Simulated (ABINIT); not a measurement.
# KI (Fm-3m): G0W0 with ABINIT, start to end

Aim: the G0W0 gap of KI (Fm-3m) on PBE, step by step.

Method: PBE and many-body steps on it, plane waves, in ABINIT 10.8.3.

### 1. Set-up

It takes space group Fm-3m (No. 225, cubic). The conventional cell has a = 7.066 Å, b = 7.066 Å, c = 7.066 Å, α = 90.00°, β = 90.00°, γ = 90.00°. Nearest to K lie 6 I at 3.53 Å. Nearest to I lie 6 K at 3.53 Å. Farther neighbours and most contacts between anions are not listed.

The cell and positions come from the Crystallography Open Database and are kept as given unless a step says otherwise. Spin-orbit coupling is left out unless a step names it.

### 2. Ground state

This step: ABINIT 10.8.3; DFT, PBE, plane waves, norm-conserving pseudopotentials.

The ground-state density comes first.

Contents of run.abi:

```
acell 3*1.0 Angstrom
rprim 
  0.000000000000 3.532775000000 3.532775000000
  3.532775000000 0.000000000000 3.532775000000
  3.532775000000 3.532775000000 -0.000000000000
ntypat 2
znucl 19 53
natom 2
typat 1 2
xred 
  0.000000000000 0.000000000000 0.000000000000
  0.500000000000 0.500000000000 0.500000000000
pp_dirpath "pseudos"
pseudos "K.upf, I.upf"
ecut 33
ngkpt 6 6 6
nshiftk 1
shiftk 0 0 0
kptopt 1
chksymbreak 0
nband 13
occopt 1
tolvrs 1e-10
nstep 60
prtwf 0
optforces 0
optstress 0
indata_prefix "in"
outdata_prefix "out"
tmpdata_prefix "tmp"
```

Run with:

```
OMP_NUM_THREADS=1 mpirun -n 4 abinit run.abi > log
```

Numbers of over 12 decimals in the logs are rounded to 6 here.

The log of the run:

```text
.Version 10.8.3 of ABINIT. v10.8.2 released Aug 2026.

 Symmetries : space group Fm -3 m (#225); Bravais cF (face-center cubic)
================================================================================
 Values of the parameters that define the memory need of the present run
     intxc =       0    ionmov =       0      iscf =       7    lmnmax =       6
     lnmax =       6     mgfft =      50  mpssoang =       3    mqgrid =    3001
     natom =       2  nloc_mem =       1    nspden =       1   nspinor =       1
    nsppol =       1      nsym =      48    n1xccc =    2501    ntypat =       2
    occopt =       1   xclevel =       2
-    mband =          13        mffmem =           1         mkmem =           4
       mpw =        5405          nfft =      125000          nkpt =          16
================================================================================
  Rough estimation (10% accuracy) of disk space for files :
================================================================================

--------------------------------------------------------------------------------
------------- Echo of variables that govern the present computation ------------
--------------------------------------------------------------------------------
 -outvars: echo values of preprocessed input variables --------
            acell      1.8897261259E+00  1.8897261259E+00  1.8897261259E+00 Bohr

      chksymbreak           0
             ecut      3.30000000E+01 Hartree
-          fftalg         312

              ixc     -101130
              kpt      0.00000000E+00  0.00000000E+00  0.00000000E+00
                       1.66666667E-01  0.00000000E+00  0.00000000E+00
                       3.33333333E-01  0.00000000E+00  0.00000000E+00
                       5.00000000E-01  0.00000000E+00  0.00000000E+00
                       1.66666667E-01  1.66666667E-01  0.00000000E+00
                       3.33333333E-01  1.66666667E-01  0.00000000E+00
                       5.00000000E-01  1.66666667E-01  0.00000000E+00
                      -3.33333333E-01  1.66666667E-01  0.00000000E+00
                      -1.66666667E-01  1.66666667E-01  0.00000000E+00
   [... 5 further rows ...]
                      -3.33333333E-01  3.33333333E-01  1.66666667E-01
                      -3.33333333E-01  5.00000000E-01  1.66666667E-01
         kptrlatt        6    0    0      0    6    0      0    0    6
          kptrlen      5.66475451E+01
P           mkmem           4
            natom           2
            nband          13
            ngfft          50      50      50
             nkpt          16
            nstep          60
             nsym          48
           ntypat           2
              occ      2.000000  2.000000  2.000000  2.000000  2.000000  2.000000
                       2.000000  2.000000  0.000000  0.000000  0.000000  0.000000
                       0.000000
        optforces           0
        optstress           0
            prtwf           0
            rprim      0.0000000000E+00  3.5327750000E+00  3.5327750000E+00
[...]
spgroup         225

           tolvrs      1.00000000E-10

             xred      0.0000000000E+00  0.0000000000E+00  0.0000000000E+00
[...]
znucl       19.00000   53.00000

================================================================================

 chkinp: Checking input parameters for consistency.

================================================================================
== DATASET  1 ==================================================================
-   mpi_nproc: 4, omp_nthreads: 1 (-1 if OMP is not activated)

--- !DatasetInfo
iteration_state: {dtset: 1, }
dimensions: {natom: 2, nkpt: 16, mband: 13, nsppol: 1, nspinor: 1, nspden: 1, mpw: 5405, }
cutoff_energies: {ecut:  33.0, pawecutdg:  -1.0, }
electrons: {nelect:   1.60000000E+01, charge:   0.00000000E+00, occopt:   1.00000000E+00, tsmear:   1.00000000E-02, }

 Real(R)+Recip(G) space primitive vectors, cartesian coordinates (Bohr,Bohr^-1):
 R(1)=  0.0000000  6.6759772  6.6759772  G(1)= -0.0748954  0.0748954  0.0748954
 R(2)=  6.6759772  0.0000000  6.6759772  G(2)=  0.0748954 -0.0748954  0.0748954
 R(3)=  6.6759772  6.6759772  0.0000000  G(3)=  0.0748954  0.0748954 -0.0748954
 Unit cell volume ucvol=  5.9507887E+02 bohr^3
 Angles (23,13,12)=  6.00000000E+01  6.00000000E+01  6.00000000E+01 degrees

 getcut: wavevector=  0.0000  0.0000  0.0000  ngfft=  50  50  50
         ecut(hartree)=     33.000   => boxcut(ratio)=   2.04876

--- Pseudopotential description ------------------------------------------------
- K Generated using ONCVPSP code by D. R. Hamann
- 19.00000   9.00000  171031                  znucl, zion, pspdat
12 -101130 2 -1 2222                          pspcod,pspxc,lmax,lloc,mmax
     nproj     2     2     2
  pspatm : epsatm=    8.42413758
         --- l  ekb(1:nproj) -->
[...]
pspatm: atomic psp has been read  and splines computed

- I Generated using ONCVPSP code by D. R. Hamann
- 53.00000   7.00000  171031                  znucl, zion, pspdat
12 -101130 2 -1 1196                          pspcod,pspxc,lmax,lloc,mmax
     nproj     2     2     2
  pspatm : epsatm=   19.17056757
         --- l  ekb(1:nproj) -->
[...]
2    4.134838    0.711910
 pspatm: atomic psp has been read  and splines computed

   4.41515282E+02                                ecore*ucvol(ha*bohr**3)
--------------------------------------------------------------------------------

_setup2: Arith. and geom. avg. npw (full set) are    5388.051    5388.035

================================================================================

--- !BeginCycle
iteration_state: {dtset: 1, }
solver: {iscf: 7, nstep: 60, nline: 4, wfoptalg: 0, }
tolerances: {tolvrs: 1.00E-10, }

     iter   Etot(hartree)      deltaE(h)  residm     vres2
 ETOT  1  -43.084150102588    -4.308E+01 2.534E-02 6.984E+01
 ETOT  2  -43.102403187570    -1.825E-02 2.146E-03 3.303E+00
 ETOT  3  -43.102515509612    -1.123E-04 1.060E-03 4.921E-01
 ETOT  4  -43.102523625818    -8.116E-06 4.845E-04 6.465E-02
 ETOT  5  -43.102525137926    -1.512E-06 6.316E-04 1.389E-03
 ETOT  6  -43.102525255408    -1.175E-07 5.937E-04 6.426E-05
 ETOT  7  -43.102525257403    -1.995E-09 7.598E-04 2.549E-06
 ETOT  8  -43.102525257520    -1.174E-10 5.321E-04 7.021E-08
 ETOT  9  -43.102525257525    -4.782E-12 5.695E-04 7.722E-10
 ETOT 10  -43.102525257523     1.918E-12 3.108E-04 2.422E-11

 At SCF step   10       vres2   =  2.42E-11 < tolvrs=  1.00E-10 =>converged.

--- !ResultsGS
iteration_state: {dtset: 1, }
comment   : Summary of ground state results
lattice_vectors:
- [  0.0000000,   6.6759772,   6.6759772, ]
- [  6.6759772,   0.0000000,   6.6759772, ]
- [  6.6759772,   6.6759772,  -0.0000000, ]
lattice_lengths: [   9.44126,    9.44126,    9.44126, ]
lattice_angles: [ 60.000,  60.000,  60.000, ] # degrees, (23, 13, 12)
lattice_volume:   5.9507887E+02
convergence: {deltae:  1.918E-12, res2:  2.422E-11, residm:  3.108E-04, diffor:  0.000E+00, }
etotal    :  -4.31025253E+01
entropy   :   0.00000000E+00
fermie    :   4.35632526E-03
cartesian_stress_tensor: null
pressure_GPa: null
xred      :
- [  0.0000E+00,   0.0000E+00,   0.0000E+00,  K]
- [  5.0000E-01,   5.0000E-01,   5.0000E-01,  I]
cartesian_forces: null
force_length_stats: {min: null, max: null, mean: null, }

 Integrated electronic density in atomic spheres:
 ------------------------------------------------
 Atom  Sphere_radius  Integrated_density
    1        2.00000          6.92264502
    2        2.00000          2.87372183
================================================================================

 ----iterations are completed or convergence reached----

 Mean square residual over all n,k,spin=   34.812E-07; max=  31.082E-05
 reduced coordinates (array xred) for    2 atoms
       0.000000000000      0.000000000000      0.000000000000
       0.500000000000      0.500000000000      0.500000000000
 rms dE/dt=  0.0000E+00; max dE/dt=  0.0000E+00; dE/dt below (all hartree)
    1       0.000000000000      0.000000000000      0.000000000000
    2       0.000000000000      0.000000000000      0.000000000000

 cartesian coordinates (angstrom) at end:
    1      0.000000     0.000000     0.000000
    2      3.532775     3.532775     3.532775
 length scales=  1.889726125908  1.889726125908  1.889726125908 bohr
              =  1.000000000000  1.000000000000  1.000000000000 angstroms
 prteigrs : about to open file out_EIG
 Fermi (or HOMO) energy (hartree) =   0.00436   Average Vxc (hartree)=  -0.26576
 Eigenvalues (hartree) for nkpt=  16  k points:
 kpt#   1, nband= 13, wtk=  0.00463, kpt=  0.0000  0.0000  0.0000 (reduced coord)
  -1.04300   -0.43616   -0.43616   -0.43616   -0.38166    0.00436    0.00436    0.00436
   0.14997    0.24342    0.24342    0.24342    0.26985
 prteigrs : prtvol=0 or 1, do not print more k-points.

--- !EnergyTerms
iteration_state     : {dtset: 1, }
comment             : Components of total free energy in Hartree
kinetic             :  1.34667133953278E+01
hartree             :  9.56437515154625E+00
xc                  : -1.04106413033510E+01
Ewald energy        : -2.74618377792638E+01
psp_core            :  7.41944137873510E-01
local_psp           : -3.51497426630674E+01
non_local_psp       :  6.14666380341154E+00
total_energy        : -4.31025252575231E+01
total_energy_eV     : -1.17287946295961E+03
band_energy         : -5.55993678185055E+00

== END DATASET(S) ==============================================================
================================================================================

 -outvars: echo values of variables after computation  --------
           etotal     -4.3102525258E+01
            nband          13
             nkpt          16
          spgroup         225
 [... the other variables as echoed above ...]

 Calculation completed.
```

The job ended after 19 s (4 MPI ranks of Arm Neoverse N1, shared host; peak memory 0.4 GiB).

This step gave:

| Property | Result |
| --- | --- |
| total energy | -1172.8795 eV |
| gap | 3.962 eV |
| k of the valence top | 0, 0, 0 |
| k of the conduction bottom | 0, 0, 0 |
| least direct gap | 3.962 eV |

The gap is direct, at Γ.

(Continued in part 2 of 3.)

[Paths, hosts, dates, memory and timing lines, banners, echoed tables and standing remarks are left out of the program output.]

[Logs are printed without paths, hosts, clocks, repeated set-up lines and the standing remarks that a program may print on its own settings, such as how far it seeks lower states.]

[Runs of the session that timed out or met a known fault of the program may be left out.]

[Hosts, paths, dates, database ids (printed as entryN), source tags and the programs' standing remarks are cut or masked in the printed files.]

[G0W0 gaps are taken among the corrected bands and points alone; a level outside them can change the order at an edge.]

[Where Ansatz stands beside ABINIT at settings called matched, ABINIT's density can come from a denser mesh and the files from another edition; pairs whose starting gaps differed by over 0.03 eV were left out, so agreement reads better than it is.]
